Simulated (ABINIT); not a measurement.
# GaN (P6_3mc) in ABINIT: single point with PBEsol

Aim: the single point of GaN with PBEsol.

All numbers are computed with ABINIT 10.8.3 (patched build); they aren't measurements. Logs are shortened: lines on timing, memory, paths and dates and some standing lists are left out, and cuts for length are marked. The log counts tension as positive stress, the text compression.

## (1) The crystal as given

Symmetry: P6_3mc, No. 186, hexagonal system. The conventional cell has a = 3.180 Å, b = 3.180 Å, c = 5.166 Å, α = 90.00°, β = 90.00°, γ = 120.00°. Ga (site symmetry 3m) is surrounded by 4 N at 1.94 to 1.95 Å. N (site symmetry 3m) is surrounded by 4 Ga at 1.94 to 1.95 Å.

## (2) Single point, PBEsol

Input file run.abi:

```
pp_dirpath "./"
pseudos "Ga.upf, N.upf"

acell 3.18 3.18 5.166 Angstrom
rprim
     1.0000000000     0.0000000000     0.0000000000
    -0.5000000000     0.8660254038     0.0000000000
     0.0000000000     0.0000000000     1.0000000000
ntypat 2
znucl 31 7
natom 4
typat 1 1 2 2
xred
     0.6666666667     0.3333333333     0.5000000000
     0.3333333333     0.6666666667     0.0000000000
     0.6666666667     0.3333333333     0.8750000000
     0.3333333333     0.6666666667     0.3750000000

ecut 36.0

kptopt 1
ngkpt 8 8 4
nshiftk 1
shiftk 0.0 0.0 0.0

ixc -116133

nband 22
occopt 3
tsmear 0.05 eV

nstep 100
tolvrs 1.0e-10

iomode 3
prtwf 0
prtden 0
prteig 0
prtebands 0
```

Potentials or basis: PseudoDojo NC SR PBEsol v0.4.1 standard.

Command:

```bash
> mpirun --bind-to none -np 4 abinit run.abi > log 2>&1
```

run.abo:

```text
.Version 10.8.3 of ABINIT
 Symmetries : space group P6_3 m c (#186); Bravais hP (primitive hexag.)
================================================================================
 Values of the parameters that define the memory need of the present run
     intxc =       0    ionmov =       0      iscf =       7    lmnmax =       6
     lnmax =       6     mgfft =      54  mpssoang =       3    mqgrid =    3001
     natom =       4  nloc_mem =       1    nspden =       1   nspinor =       1
    nsppol =       1      nsym =      12    n1xccc =    2501    ntypat =       2
    occopt =       3   xclevel =       2
       mpw =        3164          nfft =       69984          nkpt =          30
================================================================================
================================================================================

--------------------------------------------------------------------------------
------------- Echo of variables that govern the present computation ------------
--------------------------------------------------------------------------------
 -outvars: echo values of preprocessed input variables --------
            acell      6.0093290804E+00  6.0093290804E+00  9.7623251664E+00 Bohr
              amu      6.97230000E+01  1.40067400E+01
             ecut      3.60000000E+01 Hartree
              ixc     -116133
         kptrlatt        8    0    0      0    8    0      0    0    4
          kptrlen      3.90493007E+01
            natom           4
            nband          22
            ngfft          36      36      54
             nkpt          30
            nstep         100
             nsym          12
           ntypat           2
           occopt           3
           prtden           0
        prtebands           0
           prteig           0
            prtwf           0
            rprim      1.0000000000E+00  0.0000000000E+00  0.0000000000E+00
                      -5.0000000000E-01  8.6602540380E-01  0.0000000000E+00
                       0.0000000000E+00  0.0000000000E+00  1.0000000000E+00
          spgroup         186
           tolvrs      1.00000000E-10
           tsmear      1.83746611E-03 Hartree
            typat      1  1  2  2
           xangst      1.5900000000E+00  9.1798692803E-01  2.5830000000E+00
                      -9.7460713976E-17  1.8359738561E+00  0.0000000000E+00
                       1.5900000000E+00  9.1798692803E-01  4.5202500000E+00
                      -9.7460713976E-17  1.8359738561E+00  1.9372500000E+00
            xcart      3.0046645402E+00  1.7347438811E+00  4.8811625832E+00
                      -1.8417405745E-16  3.4694877623E+00  0.0000000000E+00
                       3.0046645402E+00  1.7347438811E+00  8.5420345206E+00
                      -1.8417405745E-16  3.4694877623E+00  3.6608719374E+00
             xred      6.6666666667E-01  3.3333333333E-01  5.0000000000E-01
                       3.3333333333E-01  6.6666666667E-01  0.0000000000E+00
                       6.6666666667E-01  3.3333333333E-01  8.7500000000E-01
                       3.3333333333E-01  6.6666666667E-01  3.7500000000E-01
            znucl       31.00000    7.00000

================================================================================

 chkinp: Checking input parameters for consistency.

================================================================================
== DATASET  1 ==================================================================

--- !DatasetInfo
iteration_state: {dtset: 1, }
dimensions: {natom: 4, nkpt: 30, mband: 22, nsppol: 1, nspinor: 1, nspden: 1, mpw: 3164, }
cutoff_energies: {ecut:  36.0, pawecutdg:  -1.0, }
electrons: {nelect:   3.60000000E+01, charge:   0.00000000E+00, occopt:   3.00000000E+00, tsmear:   1.83746611E-03, }
meta: {optdriver: 0, ionmov: 0, optcell: 0, iscf: 7, paral_kgb: 0, }
...

 Real(R)+Recip(G) space primitive vectors, cartesian coordinates (Bohr,Bohr^-1):
 R(1)=  6.0093291  0.0000000  0.0000000  G(1)=  0.1664079  0.0960757  0.0000000
 R(2)= -3.0046645  5.2042316  0.0000000  G(2)=  0.0000000  0.1921513  0.0000000
 R(3)=  0.0000000  0.0000000  9.7623252  G(3)=  0.0000000  0.0000000  0.1024346
 Unit cell volume ucvol=  3.0530638E+02 bohr^3
 Angles (23,13,12)=  9.00000000E+01  9.00000000E+01  1.20000000E+02 degrees

 getcut: wavevector=  0.0000  0.0000  0.0000  ngfft=  36  36  54
         ecut(hartree)=     36.000   => boxcut(ratio)=   2.04797

--- Pseudopotential description ------------------------------------------------
- pspini: atom type   1  psp file is ./Ga.upf
12 -116133 2 -1 1902                          pspcod,pspxc,lmax,lloc,mmax
     nproj     2     2     2

- pspini: atom type   2  psp file is ./N.upf
12 -116133 1 -1 1058                          pspcod,pspxc,lmax,lloc,mmax
     nproj     2     2     0
[... 44 lines left out ...]
convergence: {deltae: -3.723E-12, res2:  6.937E-11, residm:  4.208E-05, diffor: null, }
etotal    :  -1.73459878E+02
entropy   :   0.00000000E+00
fermie    :   2.33808129E-01
cartesian_stress_tensor: # hartree/bohr^3
- [  5.28501530E-05,   0.00000000E+00,   0.00000000E+00, ]
- [  0.00000000E+00,   5.28501522E-05,   0.00000000E+00, ]
- [  0.00000000E+00,   0.00000000E+00,  -1.71675287E-05, ]
pressure_GPa:  -8.6824E-01
xred      :
- [  6.6667E-01,   3.3333E-01,   5.0000E-01, Ga]
- [  3.3333E-01,   6.6667E-01,   0.0000E+00, Ga]
- [  6.6667E-01,   3.3333E-01,   8.7500E-01,  N]
- [  3.3333E-01,   6.6667E-01,   3.7500E-01,  N]
cartesian_forces: # hartree/bohr
- [ -1.79231005E-28,   7.24353482E-28,  -2.59245963E-03, ]
- [ -1.79231005E-28,  -9.31311620E-28,  -2.59245963E-03, ]
- [ -1.79231005E-28,  -1.03479069E-28,   2.59245963E-03, ]
- [  5.37693014E-28,   3.10437207E-28,   2.59245963E-03, ]
force_length_stats: {min:   2.59245963E-03, max:   2.59245963E-03, mean:   2.59245963E-03, }
...

 Integrated electronic density in atomic spheres:
 ------------------------------------------------
 Atom  Sphere_radius  Integrated_density
    1        2.00000         10.89665587
    2        2.00000         10.89665587
    3        2.00000          5.25240607
    4        2.00000          5.25240607
================================================================================

 ----iterations are completed or convergence reached----

 Mean square residual over all n,k,spin=   96.321E-09; max=  42.076E-06
 reduced coordinates (array xred) for    4 atoms
       0.666666666667      0.333333333333      0.500000000000
       0.333333333333      0.666666666667      0.000000000000
       0.666666666667      0.333333333333      0.875000000000
       0.333333333333      0.666666666667      0.375000000000
 rms dE/dt=  1.4612E-02; max dE/dt=  2.5342E-02; dE/dt below (all hartree)
    1       0.000000000000     -0.000000000000      0.025341929387
    2       0.000000000000      0.000000000000      0.025341929387
    3       0.000000000000      0.000000000000     -0.025274938306
    4      -0.000000000000      0.000000000000     -0.025274938306

 cartesian coordinates (angstrom) at end:
    1      1.59000000000000     0.91798692802800     2.58300000000000
    2     -0.00000000000000     1.83597385605600     0.00000000000000
    3      1.59000000000000     0.91798692802800     4.52025000000000
    4     -0.00000000000000     1.83597385605600     1.93725000000000

 cartesian forces (hartree/bohr) at end:
    1     -0.00000000000000     0.00000000000000    -0.00259245962569
    2     -0.00000000000000    -0.00000000000000    -0.00259245962569
    3     -0.00000000000000    -0.00000000000000     0.00259245962569
    4      0.00000000000000     0.00000000000000     0.00259245962569
 frms,max,avg= 1.4967573E-03 2.5924596E-03   0.000E+00  0.000E+00 -3.431E-06 h/b

 cartesian forces (eV/Angstrom) at end:
    1     -0.00000000000000     0.00000000000000    -0.13330963389226
    2     -0.00000000000000    -0.00000000000000    -0.13330963389226
    3     -0.00000000000000    -0.00000000000000     0.13330963389226
    4      0.00000000000000     0.00000000000000     0.13330963389226
 frms,max,avg= 7.6966353E-02 1.3330963E-01   0.000E+00  0.000E+00 -1.764E-04 e/A
 length scales=  6.009329080387  6.009329080387  9.762325166440 bohr
              =  3.180000000000  3.180000000000  5.166000000000 angstroms
 Fermi (or HOMO) energy (hartree) =   0.23381   Average Vxc (hartree)=  -0.44222
 Eigenvalues (hartree) for nkpt=  30  k points:
 kpt#   1, nband= 22, wtk=  0.00391, kpt=  0.0000  0.0000  0.0000 (reduced coord)
  -0.39252   -0.35854   -0.30162   -0.30084   -0.30084   -0.29854   -0.29854   -0.29161
  -0.29161   -0.28786   -0.28786   -0.23943   -0.06786    0.15767    0.15767    0.19476
   0.19704    0.19704    0.26863    0.35333    0.53389    0.55934
      occupation numbers for kpt#   1
   2.00000    2.00000    2.00000    2.00000    2.00000    2.00000    2.00000    2.00000
   2.00000    2.00000    2.00000    2.00000    2.00000    2.00000    2.00000    2.00000
   2.00000    2.00000    0.00000    0.00000    0.00000    0.00000
 prteigrs : prtvol=0 or 1, do not print more k-points.

--- !EnergyTerms
iteration_state     : {dtset: 1, }
comment             : Components of total free energy in Hartree
kinetic             :  1.40085117627822E+02
hartree             :  4.34671720955754E+01
xc                  : -4.76083616245135E+01
Ewald energy        : -1.17003474103145E+02
psp_core            :  7.02174576313230E+00
local_psp           : -1.20817108471042E+02
non_local_psp       : -7.86049697341849E+01
internal            : -1.73459878446356E+02
'-kT*entropy'       : -3.53486224727950E-12
total_energy        : -1.73459878446359E+02
total_energy_eV     : -4.72008375058480E+03
band_energy         : -6.18923686798383E+00
...

 Cartesian components of stress tensor (hartree/bohr^3)
  sigma(1 1)=  5.28501530E-05  sigma(3 2)=  0.00000000E+00
  sigma(2 2)=  5.28501522E-05  sigma(3 1)=  0.00000000E+00
  sigma(3 3)= -1.71675287E-05  sigma(2 1)=  0.00000000E+00

-Cartesian components of stress tensor (GPa)         [Pressure= -8.6824E-01 GPa]
- sigma(1 1)=  1.55490518E+00  sigma(3 2)=  0.00000000E+00
- sigma(2 2)=  1.55490516E+00  sigma(3 1)=  0.00000000E+00
- sigma(3 3)= -5.05086134E-01  sigma(2 1)=  0.00000000E+00

== END DATASET(S) ==============================================================
================================================================================

 -outvars: echo values of variables after computation  --------
            acell      6.0093290804E+00  6.0093290804E+00  9.7623251664E+00 Bohr
           etotal     -1.7345987845E+02
            fcart     -1.7923100480E-28  7.2435348207E-28 -2.5924596257E-03
                      -1.7923100480E-28 -9.3131161981E-28 -2.5924596257E-03
                      -1.7923100480E-28 -1.0347906887E-28  2.5924596257E-03
                       5.3769301441E-28  3.1043720660E-28  2.5924596257E-03
            rprim      1.0000000000E+00  0.0000000000E+00  0.0000000000E+00
                      -5.0000000000E-01  8.6602540380E-01  0.0000000000E+00
                       0.0000000000E+00  0.0000000000E+00  1.0000000000E+00
           strten      5.2850153017E-05  5.2850152188E-05 -1.7167528750E-05
                       0.0000000000E+00  0.0000000000E+00  0.0000000000E+00
           xangst      1.5900000000E+00  9.1798692803E-01  2.5830000000E+00
                      -9.7460713976E-17  1.8359738561E+00  0.0000000000E+00
                       1.5900000000E+00  9.1798692803E-01  4.5202500000E+00
                      -9.7460713976E-17  1.8359738561E+00  1.9372500000E+00
             xred      6.6666666667E-01  3.3333333333E-01  5.0000000000E-01
                       3.3333333333E-01  6.6666666667E-01  0.0000000000E+00
                       6.6666666667E-01  3.3333333333E-01  8.7500000000E-01
                       3.3333333333E-01  6.6666666667E-01  3.7500000000E-01
 Calculation completed.
```

It took 22 s on 4 MPI ranks of Arm Neoverse V2, shared host; peak memory 0.32 GiB.

What came out:

```
Free energy                                           : -4720.0838 eV
Pressure                                              : -0.9 GPa
Largest force                                         : 0.133 eV/Å
Band gap on the k mesh                                : 1.95 eV, direct
Valence electrons inside the program's atomic spheres : Ga 10.90; N 5.25
```

Forces on the atoms (eV/Å):
```
Ga   0.000  0.000 -0.133
Ga   0.000  0.000 -0.133
N    0.000  0.000  0.133
N    0.000  0.000  0.133
```

Levels at points of the mesh, in eV from the valence-band top:
| k point | band 14 | band 15 | band 16 | band 17 | band 18 | band 19 | band 20 | band 21 | band 22 |
| --- | --- | --- | --- | --- | --- | --- | --- | --- | --- |
| (0.00, 0.00, 0.00) | -1.07 | -1.07 | -0.06 | 0.00 | 0.00 | 1.95 | 4.25 | 9.17 | 9.86 |
| (0.50, 0.00, 0.00) | -5.33 | -4.32 | -2.81 | -2.30 | -1.00 | 4.97 | 5.56 | 5.99 | 8.63 |
| (0.00, 0.00, 0.50) | -3.90 | -0.55 | -0.55 | -0.55 | -0.55 | 4.26 | 4.26 | 8.46 | 8.46 |
| (0.50, 0.00, 0.50) | -6.70 | -1.98 | -1.98 | -1.94 | -1.94 | 4.34 | 4.34 | 7.78 | 7.78 |

Caveat: the cutoff is short for stress, so the pressure is rough. Expect the measured gap to be larger: semilocal functionals such as PBEsol lack the derivative discontinuity.
